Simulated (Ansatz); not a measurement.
# BaTe (P6_3/mmc, relaxed from a wurtzite start): how the settings move a single-point run

Question: which choices in the input matter for BaTe (P6_3/mmc, relaxed from a wurtzite start)?

Method: reference: DFT PBE, scalar-relativistic, plane waves, PAW, unless a step's input says otherwise, in Ansatz 0.2.0.

1 further run of the same task is left out (it didn't finish). Runs told in other sessions of the task aren't counted.

## (1) The system as given

The structure is hexagonal, space group P6_3/mmc (No. 194). Conventional cell: a = 5.970 Å, b = 5.970 Å, c = 7.002 Å, α = 90.00°, β = 90.00°, γ = 120.00°. Ba (site symmetry -6m2) is surrounded by 5 Te at 3.45 to 3.50 Å. Te (site symmetry -6m2) has 5 Ba at 3.45 to 3.50 Å in its first shell of neighbours.

Coordinates:

```cif
data_structure
_symmetry_space_group_name_H-M 'P 1'
_symmetry_Int_Tables_number 1
_cell_length_a 5.9702
_cell_length_b 5.9702
_cell_length_c 7.0024
_cell_angle_alpha 90.000
_cell_angle_beta 90.000
_cell_angle_gamma 120.000
_cell_volume 216.15
loop_
_atom_site_label
_atom_site_type_symbol
_atom_site_fract_x
_atom_site_fract_y
_atom_site_fract_z
_atom_site_occupancy
Ba1 Ba 0.66667 0.33333 0.06259 1
Ba2 Ba 0.33333 0.66667 0.56259 1
Te1 Te 0.66667 0.33333 0.56261 1
Te2 Te 0.33333 0.66667 0.06261 1
```

## (2) Reference

File input.yaml:

```yaml
crystal:
  lattice:
    - [5.9702102791, 0.0, 0.0]
    - [-2.9851051396, 5.1703537676, 0.0]
    - [0.0, 0.0, 7.0024277399]
  atoms:
    - { symbol: Ba, position: [0.6666666667, 0.3333333333, 0.0625865676] }
    - { symbol: Ba, position: [0.3333333333, 0.6666666667, 0.5625865676] }
    - { symbol: Te, position: [0.6666666667, 0.3333333333, 0.5626134324] }
    - { symbol: Te, position: [0.3333333333, 0.6666666667, 0.0626134324] }
basis:
  ecutwfc: 420
  ecutrho_ratio: 4
kpoints:
  mp_grid: { grid: [8, 8, 4] }
  band_path:
    path:
      - [[0.0, 0.0, 0.0], [0.5, 0.0, 0.0], [0.33333333, 0.33333333, 0.0], [0.0, 0.0, 0.0], [0.0, 0.0, 0.5], [0.5, 0.0, 0.5], [0.33333333, 0.33333333, 0.5], [0.0, 0.0, 0.5]]
      - [[0.5, 0.0, 0.5], [0.5, 0.0, 0.0]]
      - [[0.33333333, 0.33333333, 0.5], [0.33333333, 0.33333333, 0.0]]
    npoints: 14
hamiltonian:
  xc: pbe
scf:
  occupations: { method: gaussian, width: 0.05 }
  n_extra_bands: 17
output:
  forces: true
  stress: true
  eigenvalues: true
  populations: true
  dos: { projected: true, de: 0.02, nscf_kmesh: { grid: [12, 12, 6] } }
  bader: true
  write_density: true
  write_potential: true
  elf: true
  volumetric_format: npy
```

Started as:

```console
$ ansatz run input.yaml --threads 2 --pin off --max-ram 2662MiB --backend cpu --events-out ev --progress --plain --runs-dir out
```

## (3) Variant: lower_state_search standard

File input.yaml:

```yaml
crystal:
  lattice:
    - [5.970210279079, 2.886777458209e-11, 0.0]
    - [-2.985105139565, 5.170353767603, 0.0]
    - [0.0, 0.0, 7.0024277399]
  atoms:
    - { symbol: Ba, position: [0.6666666666667, 0.3333333333333, 0.0625865676] }
    - { symbol: Ba, position: [0.3333333333333, 0.6666666666667, 0.5625865676] }
    - { symbol: Te, position: [0.6666666666667, 0.3333333333333, 0.5626134324] }
    - { symbol: Te, position: [0.3333333333333, 0.6666666666667, 0.0626134324] }
basis:
  ecutwfc: 420
  ecutrho_ratio: 4
kpoints:
  mp_grid: { grid: [8, 8, 4] }
hamiltonian:
  xc: pbe
scf:
  occupations: { method: gaussian, width: 0.05 }
  lower_state_search: standard
output:
  forces: true
  stress: true
```

## (4) Changed: ecutwfc 33.1 Ry, spin_polarized true

File input.yaml:

```yaml
crystal:
  lattice:
    - [5.970210279079, 2.886777458209e-11, 0.0]
    - [-2.985105139565, 5.170353767603, 0.0]
    - [0.0, 0.0, 7.0024277399]
  atoms:
    - { symbol: Ba, position: [0.6666666666667, 0.3333333333333, 0.0625865676] }
    - { symbol: Ba, position: [0.3333333333333, 0.6666666666667, 0.5625865676] }
    - { symbol: Te, position: [0.6666666666667, 0.3333333333333, 0.5626134324] }
    - { symbol: Te, position: [0.3333333333333, 0.6666666666667, 0.0626134324] }
basis:
  ecutwfc: "33.1 Ry"
  ecutrho_ratio: 4
kpoints:
  mp_grid: { grid: [8, 8, 4] }
hamiltonian:
  xc: pbe
scf:
  occupations: { method: gaussian, width: 0.05 }
output:
  forces: true
  stress: true
magnetization:
  spin_polarized: true
```

## (5) Variant: xc rpbe, dr2_threshold 1.0e-08

File input.yaml:

```yaml
crystal:
  lattice:
    - [5.970210279079, 2.886777458209e-11, 0.0]
    - [-2.985105139565, 5.170353767603, 0.0]
    - [0.0, 0.0, 7.0024277399]
  atoms:
    - { symbol: Ba, position: [0.6666666666667, 0.3333333333333, 0.0625865676] }
    - { symbol: Ba, position: [0.3333333333333, 0.6666666666667, 0.5625865676] }
    - { symbol: Te, position: [0.6666666666667, 0.3333333333333, 0.5626134324] }
    - { symbol: Te, position: [0.3333333333333, 0.6666666666667, 0.0626134324] }
basis:
  ecutwfc: 420
  ecutrho_ratio: 4
kpoints:
  mp_grid: { grid: [8, 8, 4] }
hamiltonian:
  xc: rpbe
scf:
  occupations: { method: gaussian, width: 0.05 }
  convergence: { dr2_threshold: 1.0e-08 }
output:
  forces: true
  stress: true
```

## (6) Changed: ecutwfc 44.1 Ry, preconditioner kerker_dos

File input.yaml:

```yaml
crystal:
  lattice:
    - [5.970210279079, 2.886777458209e-11, 0.0]
    - [-2.985105139565, 5.170353767603, 0.0]
    - [0.0, 0.0, 7.0024277399]
  atoms:
    - { symbol: Ba, position: [0.6666666666667, 0.3333333333333, 0.0625865676] }
    - { symbol: Ba, position: [0.3333333333333, 0.6666666666667, 0.5625865676] }
    - { symbol: Te, position: [0.6666666666667, 0.3333333333333, 0.5626134324] }
    - { symbol: Te, position: [0.3333333333333, 0.6666666666667, 0.0626134324] }
basis:
  ecutwfc: "44.1 Ry"
  ecutrho_ratio: 4
kpoints:
  mp_grid: { grid: [8, 8, 4] }
hamiltonian:
  xc: pbe
scf:
  occupations: { method: gaussian, width: 0.05 }
  mixing: { preconditioner: kerker_dos }
output:
  forces: true
  stress: true
```

## (7) Changing settings: ecutwfc 400 eV

File input.yaml:

```yaml
crystal:
  lattice:
    - [5.970210279079, 2.886777458209e-11, 0.0]
    - [-2.985105139565, 5.170353767603, 0.0]
    - [0.0, 0.0, 7.0024277399]
  atoms:
    - { symbol: Ba, position: [0.6666666666667, 0.3333333333333, 0.0625865676] }
    - { symbol: Ba, position: [0.3333333333333, 0.6666666666667, 0.5625865676] }
    - { symbol: Te, position: [0.6666666666667, 0.3333333333333, 0.5626134324] }
    - { symbol: Te, position: [0.3333333333333, 0.6666666666667, 0.0626134324] }
basis:
  ecutwfc: "400 eV"
  ecutrho_ratio: 4
kpoints:
  mp_grid: { grid: [8, 8, 4] }
hamiltonian:
  xc: pbe
scf:
  occupations: { method: gaussian, width: 0.05 }
output:
  forces: true
  stress: true
```

**Question.** What will these runs give? Wanted: for each run, ending; energy change; pressure; gap; force.

**Answer**, as computed:

```
                                          run     ending   energy change  pressure (GPa)  gap (eV)  force (eV/Å)  cycles   time
                                    reference  converged               0             0.0      2.00          0.00       6   84 s
               1: lower_state_search standard  converged    0.0 meV/atom             0.0      2.00          0.00       7  6.2 s
      2: ecutwfc 33.1 Ry, spin_polarized true  converged   -0.2 meV/atom             0.0      2.00          0.00      11   13 s
            3: xc rpbe, dr2_threshold 1.0e-08  converged  not comparable             0.9      2.12          0.00       7  6.4 s
4: ecutwfc 44.1 Ry, preconditioner kerker_dos  converged   -0.4 meV/atom             0.0      2.00          0.00       6   11 s
                            5: ecutwfc 400 eV  converged   +0.2 meV/atom             0.0      2.00          0.00       6  6.2 s
```

Times don't compare one to one where runs were asked for different outputs or read a saved state (see the inputs); cycles may leave out searches for a lower state.

Residual by cycle in the longest SCF loop of each run; runs are numbered as in the table. The quantity is the density residual dr2, in eV.

```
cycle  reference    run 1    run 2    run 3    run 4    run 5
    1    0.00279  0.00256     3.22  0.00197  0.00257  0.00238
    2     5.0e-4   7.2e-4     1.44   6.5e-4   1.7e-4   8.0e-4
    3     5.2e-5   6.2e-5    0.154   1.2e-4   3.3e-5   1.4e-4
    4     2.3e-6   1.5e-5    0.152   8.7e-6   6.3e-7   2.3e-5
    5     1.0e-7   2.3e-6   0.0711   4.5e-7   4.9e-8   1.6e-6
    6     9.1e-9   1.3e-7   0.0347   4.9e-8   2.4e-9   8.3e-8
    7          -   3.2e-9  0.00243   6.1e-9        -        -
    8          -        -   3.3e-5        -        -        -
    9          -        -   6.8e-6        -        -        -
   10          -        -   4.9e-7        -        -        -
   11          -        -   3.2e-8        -        -        -
```

Of the converged runs whose energies compare with the reference's, «ecutwfc 44.1 Ry, preconditioner kerker_dos» moves the energy most (-0.4 meV/atom) and «lower_state_search standard» least (0.0 meV/atom). Run 5 ran under the cutoff that the potentials recommend, as the log warns, so basis error is mixed into its values. Of the variants the dearest is «ecutwfc 33.1 Ry, spin_polarized true» (13 s), the cheapest «lower_state_search standard» (6.2 s), on a shared host. The gap of the reference lacks spin-orbit coupling, though the cell holds Te and Ba.

These are semilocal Kohn-Sham gaps, which aren't the measured quantity. Such gaps usually fall short of the measured ones; spin-orbit coupling, left out here, narrows gaps with Te, so the two errors partly cancel.
